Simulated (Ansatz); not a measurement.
**Convergence of Hf$_{2}$Si with the half-step-shifted k-point mesh**

The calculation used DFT PBEsol, scalar-relativistic, plane waves, PAW in Ansatz 0.2.0.

```xyz
6
Lattice="-3.2754 3.2754 2.5828 3.2754 -3.2754 2.5828 3.2754 3.2754 -2.5828" Properties=species:S:1:pos:R:3 pbc="T T T"
Hf    1.0251    2.2503    2.5828
Hf    2.2503   -1.0251    2.5828
Hf    2.2503    1.0251    0.0000
Hf    1.0251    4.3004    0.0000
Si    0.0000    0.0000    3.8742
Si    0.0000    0.0000    1.2914
```

The plane-wave cutoff is 420 eV. The occupation rule is Gaussian smearing, 0.1 eV and the spin treatment is unpolarised.

The atoms are held and the half-step-shifted k-point mesh is swept. Energies are extrapolated to zero smearing and count from the reference run, 10×10×10 Γ-centred mesh, Gaussian smearing 0.1 eV. The cell isn't necessarily relaxed at this level. Spin–orbit coupling is left out. Pressure is positive in compression.

| shifted mesh | ΔE (meV/atom) | P (GPa) | largest change of a force component (eV/Å) | irreducible points |
| --- | --- | --- | --- | --- |
| 4×4×4 | -4.72 | -2.28 | 0.020 | 11 |
| 6×6×6 | -0.27 | -2.35 | 0.008 | 28 |
| 8×8×8 | 0.44 | -2.37 | 0.004 | 56 |

Cost: 3 runs of about 1.1 core-minutes in all, on Intel Xeon Processor @ 2.70GHz (shared hosts).